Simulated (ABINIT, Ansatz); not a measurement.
# GaAs (F-43m): G0W0 on several meshes in ABINIT

Wanted: mesh dependence and cost of G0W0 for GaAs (F-43m).

Method: PBE and many-body steps on it, plane waves, in ABINIT 10.8.3.

**1. The structure**

It takes space group F-43m (No. 216, cubic). Conventional cell: a = 5.654 Å, b = 5.654 Å, c = 5.654 Å, α = 90.00°, β = 90.00°, γ = 90.00°. Ga has 4 As at 2.45 Å nearest. Nearest to As lie 4 Ga at 2.45 Å. Farther neighbours are not listed.

The cell and positions come from the Crystallography Open Database and are kept as given unless a step says otherwise.

**2. Empty states on the mesh, 4×4×4 mesh, 164 bands**

This step: ABINIT 10.8.3; DFT, PBE, plane waves, norm-conserving pseudopotentials.

The sums over transitions need many empty states on a uniform mesh; this step solves for them.

File run.abi:

```
acell 3*1.0 Angstrom
rprim 
  0.000000000000 2.826850000000 2.826850000000
  2.826850000000 0.000000000000 2.826850000000
  2.826850000000 2.826850000000 0.000000000000
ntypat 2
znucl 31 33
natom 2
typat 1 2
xred 
  0.000000000000 0.000000000000 0.000000000000
  0.250000000000 0.250000000000 0.250000000000
pp_dirpath "pseudos"
pseudos "Ga.upf, As.upf"
ecut 45
ngkpt 4 4 4
nshiftk 1
shiftk 0 0 0
kptopt 1
chksymbreak 0
irdden 1
istwfk *1
nband 164
prtvol 0
optdriver 6
gwr_task "HDIAGO"
paral_kgb 0
occopt 1
indata_prefix "in"
outdata_prefix "out"
tmpdata_prefix "tmp"
```

Started as:

```bash
> OMP_NUM_THREADS=1 mpirun -n 4 abinit run.abi > log
```

Numbers of over 12 decimals in the logs are rounded to 6 here.

Log:

```text
.Version 10.8.3 of ABINIT. v10.8.2 released Aug 2026.

 Symmetries : space group F-4 3 m (#216); Bravais cF (face-center cubic)
[... echo of the input left out ...]
== DATASET  1 ==================================================================
-   mpi_nproc: 4, omp_nthreads: 1 (-1 if OMP is not activated)

--- !DatasetInfo
iteration_state: {dtset: 1, }
dimensions: {natom: 2, nkpt: 8, mband: 164, nsppol: 1, nspinor: 1, nspden: 1, mpw: 4477, }
cutoff_energies: {ecut:  45.0, pawecutdg:  -1.0, }
[...]
Direct band gap semiconductor
 Fundamental gap:     0.508 (eV)
   VBM:     5.666 (eV) at k: [ 0.0000E+00,  0.0000E+00,  0.0000E+00]
   CBM:     6.174 (eV) at k: [ 0.0000E+00,  0.0000E+00,  0.0000E+00]
 Direct gap:         0.508 (eV) at k: [ 0.0000E+00,  0.0000E+00,  0.0000E+00]

== END DATASET(S) ==============================================================
================================================================================

 -outvars: echo values of variables after computation  --------
           etotal      0.0000000000E+00
            nband         164
             nkpt           8
          spgroup         216
 [... the other variables as echoed above ...]

 Calculation completed.
```

Wall time 1.7 min (4 MPI ranks of Arm Neoverse V2, shared host); peak memory 4.4 GiB.

Numbers from this step:

| Quantity | Value |
| --- | --- |
| gap | 0.5078 eV |
| k of the valence top | 0, 0, 0 |
| k of the conduction bottom | 0, 0, 0 |
| least direct gap | 0.5078 eV |
| k points computed | 8 |
| lowest point of the top converged band, above the valence top | 108.1874 eV |

On this mesh the gap is 0.508 eV.

The density comes from a self-consistent run that is not shown.

**3. Screening, 4×4×4 mesh, 77 bands, screening to 141.5 eV**

The RPA dielectric matrix is built and inverted for each q.

This step: RPA screening on PBE, plane waves, norm-conserving pseudopotentials.

Changes to run.abi since step 2:

```diff
@@ -20,10 +20,11 @@
 chksymbreak 0
-irdden 1
 istwfk *1
-nband 164
-prtvol 0
-optdriver 6
-gwr_task "HDIAGO"
-paral_kgb 0
 occopt 1
+irdwfk 1
+optdriver 3
+nband 77
+ecuteps 5.2
+inclvkb 2
+awtr 1
+symchi 1
 indata_prefix "in"
```

Log:

```text
.Version 10.8.3 of ABINIT. v10.8.2 released Aug 2026.

 Symmetries : space group F-4 3 m (#216); Bravais cF (face-center cubic)
[... echo of the input left out ...]
== DATASET  1 ==================================================================
-   mpi_nproc: 4, omp_nthreads: 1 (-1 if OMP is not activated)

--- !DatasetInfo
iteration_state: {dtset: 1, }
dimensions: {natom: 2, nkpt: 8, mband: 77, nsppol: 1, nspinor: 1, nspden: 1, mpw: 4477, }
cutoff_energies: {ecut:  45.0, pawecutdg:  -1.0, }
electrons: {nelect:   4.40000000E+01, charge:   0.00000000E+00, occopt:   1.00000000E+00, tsmear:   1.00000000E-02, }

 SCREENING: Calculation of the susceptibility and dielectric matrices

 Based on a program developped by R.W. Godby, V. Olevano, G. Onida, and L. Reining.
 Incorporated in ABINIT by V. Olevano, G.-M. Rignanese, and M. Torrent.
.Using double precision arithmetic ; gwpc =  8

[... cell and pseudopotentials left out ...]
--------------------------------------------------------------------------------

 ==== K-mesh for the wavefunctions ====
 Number of points in the irreducible wedge :     8
[... list of points left out ...]
 Together with 24 symmetry operations and time-reversal symmetry
 yields    64 points in the full Brillouin Zone.

 ==== Q-mesh for the screening function ====
 Number of points in the irreducible wedge :     8
[... list of points left out ...]
 Together with 24 symmetry operations and time-reversal symmetry
 yields    64 points in the full Brillouin Zone.

 setmesh: FFT mesh size selected  =    32x   32x   32
          total number of points  =        32768

 vcoul_init : cutoff-mode = AUXILIARY_FUNCTION
 q-points for optical limit:   1
     1)      0.000010    0.000020    0.000030

- screening: taking advantage of time-reversal symmetry
- Maximum band index for partially occupied states nbvw = 22
- Remaining bands to be divided among processors   nbcw = 55
- Number of bands treated by each node ~13

 Number of electrons calculated from density =   44.0000; Expected =   44.0000
 average of density, n =  0.144317
 r_s =    1.1827
 omega_plasma =   36.6450 [eV]

 calculating chi0 at frequencies [eV] :
  1    0.000000E+00    0.000000E+00
  2    0.000000E+00    3.664498E+01

--------------------------------------------------------------------------------
  q-point number  1        q = ( 0.000000, 0.000000, 0.000000) [r.l.u.]
--------------------------------------------------------------------------------
[... chi0 elements left out ...]
 For q-point:  0.000010 0.000020 0.000030
  dielectric constant = 140.2064
  dielectric constant without local fields = 149.5493

  Average fulfillment of the sum rule on Im[epsilon] for q-point    1 :     26.04  [%]
[... wings left out ...]
  q-point number  2        q = ( 0.250000, 0.000000, 0.000000) [r.l.u.]
--------------------------------------------------------------------------------
[... chi0 elements left out ...]
  Average fulfillment of the sum rule on Im[epsilon] for q-point    2 :     31.37  [%]

 [... 6 further q-points ...]
```

Run time: 24 s. Hardware: 4 MPI ranks; peak memory 1 GiB.

This step gave:

- ε∞ with local fields, on this mesh, along the program's q direction: 140.2
- the same without local fields: 149.5
- plasma frequency: 36.65 eV
- plane waves in the screening matrix: 169

Local fields lower ε∞ by 6 %. The value itself is an artefact of the mesh, where one narrow direct gap carries too much weight.

**4. 4×4×4**

The self-energy is evaluated for the states that the input lists, and the levels follow from it, in one-shot runs by the linearised quasiparticle equation.

This step: G0W0 on PBE, plane waves, norm-conserving pseudopotentials.

Changes to run.abi since step 3:

```diff
@@ -23,8 +23,15 @@
 irdwfk 1
-optdriver 3
+optdriver 4
 nband 77
+gwcalctyp 0
+ecutsigx 45
+symsigma 1
+nkptgw 1
+kptgw 
+  0.0000000000 0.0000000000 0.0000000000
+bdgw 
+  20 26
 ecuteps 5.2
-inclvkb 2
-awtr 1
-symchi 1
+irdscr 1
+ppmodel 1
 indata_prefix "in"
```

Log:

```text
.Version 10.8.3 of ABINIT. v10.8.2 released Aug 2026.

 Symmetries : space group F-4 3 m (#216); Bravais cF (face-center cubic)
[... echo of the input left out ...]
== DATASET  1 ==================================================================
-   mpi_nproc: 4, omp_nthreads: 1 (-1 if OMP is not activated)

--- !DatasetInfo
iteration_state: {dtset: 1, }
dimensions: {natom: 2, nkpt: 8, mband: 77, nsppol: 1, nspinor: 1, nspden: 1, mpw: 4477, }
cutoff_energies: {ecut:  45.0, pawecutdg:  -1.0, }
electrons: {nelect:   4.40000000E+01, charge:   0.00000000E+00, occopt:   1.00000000E+00, tsmear:   1.00000000E-02, }

 SIGMA: Calculation of the GW corrections

 Based on a program developped by R.W. Godby, V. Olevano, G. Onida, and L. Reining.
 Incorporated in ABINIT by V. Olevano, G.-M. Rignanese, and M. Torrent.
.Using double precision arithmetic ; gwpc =  8

[... cell and pseudopotentials left out ...]
--------------------------------------------------------------------------------

 ==== K-mesh for the wavefunctions ====
 Number of points in the irreducible wedge :     8
[... list of points left out ...]
 Together with 24 symmetry operations and time-reversal symmetry
 yields    64 points in the full Brillouin Zone.

 ==== Q-mesh for screening function ====
 Number of points in the irreducible wedge :     8
[... list of points left out ...]
 Together with 24 symmetry operations and time-reversal symmetry
 yields    64 points in the full Brillouin Zone.

 vcoul_init : cutoff-mode = AUXILIARY_FUNCTION
 q-points for optical limit:   1
     1)      0.000010    0.000020    0.000030
 setmesh: FFT mesh size selected  =    45x   45x   45
          total number of points  =        91125

 Number of electrons calculated from density =   44.0000; Expected =   44.0000
 average of density, n =  0.144317
 r_s =    1.1827
 omega_plasma =   36.6450 [eV]

 === KS Band Gaps ===
  >>>> For spin  1
   Minimum direct gap =   0.5078 [eV], located at k-point      :   0.0000  0.0000  0.0000
   Fundamental gap    =   0.5078 [eV], Top of valence bands at :   0.0000  0.0000  0.0000
                                       Bottom of conduction at :   0.0000  0.0000  0.0000
 SIGMA fundamental parameters:
 PLASMON POLE MODEL  1
 number of plane-waves for SigmaX                 4477
 number of plane-waves for SigmaC and W            169
 number of plane-waves for wavefunctions          4477
 number of bands                                    77
 number of independent spin polarizations            1
 number of spinorial components                      1
 number of k-points in IBZ                           8
 number of q-points in IBZ                           8
 number of symmetry operations                      24
 number of k-points in BZ                           64
 number of q-points in BZ                           64
 number of frequencies for dSigma/dE                 9
 frequency step for dSigma/dE [eV]                0.25
 number of omega for Sigma on real axis              0
 max omega for Sigma on real axis  [eV]           0.00
 zcut for avoiding poles [eV]                     0.10

 EPSILON^-1 parameters (SCR file):
 dimension of the eps^-1 matrix on file            169
 dimension of the eps^-1 matrix used               169
 number of plane-waves for wavefunctions          4477
 number of bands                                    77
 number of q-points in IBZ                           8
 number of frequencies                               2
 number of real frequencies                          1
 number of imag frequencies                          1

 matrix elements of self-energy operator (all in [eV])

 Perturbative Calculation

--- !SelfEnergy_ee
iteration_state: {dtset: 1, }
kpoint     : [   0.000,    0.000,    0.000, ]
spin       : 1
KS_gap     :    0.508
QP_gap     :    1.161
Delta_QP_KS:    0.654
data: !SigmaeeData |
     Band     E0 <VxcDFT>   SigX SigC(E0)      Z dSigC/dE  Sig(E)    E-E0       E
       20   5.666 -14.357 -16.013   1.410   0.798  -0.254 -14.554  -0.197   5.470
       21   5.666 -14.357 -16.013   1.410   0.798  -0.254 -14.554  -0.197   5.470
       22   5.666 -14.357 -16.013   1.410   0.798  -0.254 -14.554  -0.197   5.470
       23   6.174 -14.700 -10.607  -3.523   0.802  -0.247 -14.243   0.457   6.631
       24   9.403 -11.528  -7.015  -4.130   0.802  -0.248 -11.221   0.307   9.710
       25   9.403 -11.528  -7.015  -4.130   0.802  -0.248 -11.221   0.307   9.710
       26   9.403 -11.528  -7.015  -4.130   0.802  -0.248 -11.221   0.307   9.710

== END DATASET(S) ==============================================================
================================================================================

 -outvars: echo values of variables after computation  --------
           etotal      0.0000000000E+00
            nband          77
             nkpt           8
          spgroup         216
 [... the other variables as echoed above ...]

 Calculation completed.
```

It took 4.4 s on 4 MPI ranks; peak memory 0.7 GiB; 17 s of CPU time.

This step gave:

```
G0W0 gap on the points computed              : 1.161 eV
starting gap on the mesh                     : 0.5078 eV
k of the valence top                         : 0, 0, 0
k of the conduction bottom                   : 0, 0, 0
Z at the valence top                         : 0.798
Z at the conduction bottom                   : 0.802
least direct G0W0 gap on the computed points : 1.161 eV
```

The gap on the mesh goes from 0.51 eV to 1.16 eV, a correction of +0.65 eV.

**5. Empty states on the mesh, 6×6×6 mesh, 83 bands**

This step: DFT, PBE, plane waves, norm-conserving pseudopotentials.

Changes to run.abi since step 4:

```diff
@@ -15,3 +15,3 @@
 ecut 45
-ngkpt 4 4 4
+ngkpt 6 6 6
 nshiftk 1
@@ -20,18 +20,10 @@
 chksymbreak 0
+iscf -2
+irdden 1
 istwfk *1
-occopt 1
-irdwfk 1
-optdriver 4
-nband 77
-gwcalctyp 0
-ecutsigx 45
-symsigma 1
-nkptgw 1
-kptgw 
-  0.0000000000 0.0000000000 0.0000000000
-bdgw 
-  20 26
-ecuteps 5.2
-irdscr 1
-ppmodel 1
+nband 83
+nbdbuf 6
+tolwfr 1e-09
+nstep 60
+prtvol 0
 indata_prefix "in"
```

Log:

```text
.Version 10.8.3 of ABINIT. v10.8.2 released Aug 2026.

 Symmetries : space group F-4 3 m (#216); Bravais cF (face-center cubic)
[... echo of the input left out ...]
== DATASET  1 ==================================================================
-   mpi_nproc: 4, omp_nthreads: 1 (-1 if OMP is not activated)

--- !DatasetInfo
iteration_state: {dtset: 1, }
dimensions: {natom: 2, nkpt: 16, mband: 83, nsppol: 1, nspinor: 1, nspden: 1, mpw: 4477, }
cutoff_energies: {ecut:  45.0, pawecutdg:  -1.0, }
[...]
1.79404    1.79404    1.80494    1.80494    1.91182    2.01318    2.01318    2.01318
   2.02057    2.02057    2.02057    2.10245    2.21538    2.57776    2.57776    2.57777
   2.62694    2.62700    2.67417
 prteigrs : prtvol=0 or 1, do not print more k-points.

== END DATASET(S) ==============================================================
================================================================================

 -outvars: echo values of variables after computation  --------
            nband          83
             nkpt          16
          spgroup         216
 [... the other variables as echoed above ...]

 Calculation completed.
```

Run time: 29 s. Hardware: 4 MPI ranks; peak memory 0.37 GiB.

Numbers from this step:

* gap: 0.5078 eV
* k of the valence top: 0, 0, 0
* k of the conduction bottom: 0, 0, 0
* least direct gap: 0.5078 eV
* k points computed: 16
* lowest point of the top converged band, above the valence top: 54.6171 eV

On this mesh the gap is 0.508 eV.

**6. Screening, 6×6×6 mesh, 77 bands, screening to 141.5 eV**

This step: RPA screening on PBE, plane waves, norm-conserving pseudopotentials.

Changes to run.abi since step 5:

```diff
@@ -20,10 +20,11 @@
 chksymbreak 0
-iscf -2
-irdden 1
 istwfk *1
-nband 83
-nbdbuf 6
-tolwfr 1e-09
-nstep 60
-prtvol 0
+occopt 1
+irdwfk 1
+optdriver 3
+nband 77
+ecuteps 5.2
+inclvkb 2
+awtr 1
+symchi 1
 indata_prefix "in"
```

Log:

```text
.Version 10.8.3 of ABINIT. v10.8.2 released Aug 2026.

 Symmetries : space group F-4 3 m (#216); Bravais cF (face-center cubic)
[... echo of the input left out ...]
== DATASET  1 ==================================================================
-   mpi_nproc: 4, omp_nthreads: 1 (-1 if OMP is not activated)

--- !DatasetInfo
iteration_state: {dtset: 1, }
dimensions: {natom: 2, nkpt: 16, mband: 77, nsppol: 1, nspinor: 1, nspden: 1, mpw: 4477, }
cutoff_energies: {ecut:  45.0, pawecutdg:  -1.0, }
electrons: {nelect:   4.40000000E+01, charge:   0.00000000E+00, occopt:   1.00000000E+00, tsmear:   1.00000000E-02, }

 SCREENING: Calculation of the susceptibility and dielectric matrices

 Based on a program developped by R.W. Godby, V. Olevano, G. Onida, and L. Reining.
 Incorporated in ABINIT by V. Olevano, G.-M. Rignanese, and M. Torrent.
.Using double precision arithmetic ; gwpc =  8

[... cell and pseudopotentials left out ...]
--------------------------------------------------------------------------------

 ==== K-mesh for the wavefunctions ====
 Number of points in the irreducible wedge :    16
[... list of points left out ...]
 Together with 24 symmetry operations and time-reversal symmetry
 yields   216 points in the full Brillouin Zone.

 ==== Q-mesh for the screening function ====
 Number of points in the irreducible wedge :    16
[... list of points left out ...]
 Together with 24 symmetry operations and time-reversal symmetry
 yields   216 points in the full Brillouin Zone.

 setmesh: FFT mesh size selected  =    32x   32x   32
          total number of points  =        32768

 vcoul_init : cutoff-mode = AUXILIARY_FUNCTION
 q-points for optical limit:   1
     1)      0.000010    0.000020    0.000030

- screening: taking advantage of time-reversal symmetry
- Maximum band index for partially occupied states nbvw = 22
- Remaining bands to be divided among processors   nbcw = 55
- Number of bands treated by each node ~13

 Number of electrons calculated from density =   44.0000; Expected =   44.0000
 average of density, n =  0.144317
 r_s =    1.1827
 omega_plasma =   36.6450 [eV]

 calculating chi0 at frequencies [eV] :
  1    0.000000E+00    0.000000E+00
  2    0.000000E+00    3.664498E+01

--------------------------------------------------------------------------------
  q-point number  1        q = ( 0.000000, 0.000000, 0.000000) [r.l.u.]
--------------------------------------------------------------------------------
[... chi0 elements left out ...]
 For q-point:  0.000010 0.000020 0.000030
  dielectric constant =  52.1074
  dielectric constant without local fields =  54.3365

  Average fulfillment of the sum rule on Im[epsilon] for q-point    1 :     26.07  [%]
[... wings left out ...]
  q-point number  2        q = ( 0.166667, 0.000000, 0.000000) [r.l.u.]
--------------------------------------------------------------------------------
[... chi0 elements left out ...]
  Average fulfillment of the sum rule on Im[epsilon] for q-point    2 :     32.71  [%]

 [... 14 further q-points ...]
```

The job ended after 2.7 min (4 MPI ranks; peak memory 1.7 GiB).

This step gave:

```yaml
eps_infinity_with_local_fields_on_this_mesh_along_the_program_s_q_direction: 52.11
the_same_without_local_fields: 54.34
plasma_frequency: 36.65 eV
plane_waves_in_the_screening_matrix: 169
```

(Part 1 of 2 ends here.)

[Paths, hosts, dates, memory and timing lines, banners, echoed tables and standing remarks are left out of the program output.]

[Logs are printed without paths, hosts, clocks, repeated set-up lines and the standing remarks that a program may print on its own settings, such as how far it seeks lower states.]

[Runs of the session that timed out or met a known fault of the program may be left out.]

[Hosts, paths, dates, database ids (printed as entryN), source tags and the programs' standing remarks are cut or masked in the printed files.]

[G0W0 gaps are taken among the corrected bands and points alone; a level outside them can change the order at an edge.]

[Where Ansatz stands beside ABINIT at settings called matched, ABINIT's density can come from a denser mesh and the files from another edition; pairs whose starting gaps differed by over 0.03 eV were left out, so agreement reads better than it is.]
